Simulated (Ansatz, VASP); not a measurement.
BP: VASP beside Ansatz

```
CELL_PARAMETERS angstrom
0.00000 2.55278 1.80481
2.55278 0.00000 1.80481
2.55278 2.55278 0.00000
ATOMIC_POSITIONS crystal
B 0.00000 0.00000 0.00000
P 0.75000 0.75000 0.75000
```

Alike in both runs: task single point; functional PBE; k mesh 12 × 12 × 12; occupations gaussian, width 0.05 eV; no spin polarisation.

|  | VASP | Ansatz |
| --- | --- | --- |
| version | VASP 6.6.1 | Ansatz 0.2.0 |
| potentials or method | VASP PAW PBE potentials, release 64 (B, P) | scalar-relativistic, plane waves, PAW |
| plane-wave cutoff (eV) | 520 | 420 |
| valence electrons in the cell | 8 | 8 |

|  | VASP | Ansatz | Ansatz less VASP |
| --- | --- | --- | --- |
| gap on the k mesh at the Fermi level (eV) | none | none | - |
| pressure (GPa) | -4.9 | -4.7 | +0.16 |
| largest component of the traceless stress (GPa) | 28.31 | 28.28 | -0.030 |

A gap of «none» marks a metal or a gap that the smearing closes.
